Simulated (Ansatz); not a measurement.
Te2Mo: equation of state with PBEsol

The system is Te2Mo, a slab with vacuum.

```xyz
6
Lattice="6.3616 0.0000 0.0000 0.0000 3.4804 0.0000 -0.0857 0.0000 36.1759" Properties=species:S:1:pos:R:3 pbc="T T T"
Te    2.6844    2.6103   19.5604
Te    3.5915    0.8701   16.6155
Te    5.8104    0.8701   20.1329
Te    0.4655    2.6103   16.0430
Mo    1.1110    0.8701   17.9963
Mo    5.1649    2.6103   18.1796
```

| Item | Value |
| --- | --- |
| Program | Ansatz 0.2.0 |
| Task | equation of state |
| Functional | PBEsol |
| Potentials or basis | all-electron LAPW, scalar-relativistic |
| Basis error allowed | 0.001 eV/atom |
| k mesh | 4 × 8 × 1 |
| Occupations | fermi-dirac, width 0.05 eV |
| Spin | no spin polarisation |

```yaml
Equilibrium_volume: 129.61 Å³/atom
Bulk_modulus_at_fixed_shape_and_positions: 19.7 GPa
Pressure_derivative_of_the_bulk_modulus: 4.5
```

Energy against volume, from the lowest point:
```tsv
volume (Å³/atom)	energy (meV/atom)
125.485	7.88
128.155	0.34
130.825	0.00
133.495	6.09
136.165	17.91
138.835	34.85
141.505	56.34
```

All runs of the series together: 8.3 min on 4 threads of AMD EPYC 7R13 Processor (Zen 3) (shared host).

Caveat: the cell was scaled at fixed shape and fractional positions, which overstates the stiffness of a crystal with free parameters, most of all of layers and chains. Spin-orbit coupling is left out, which matters for the levels of Te.
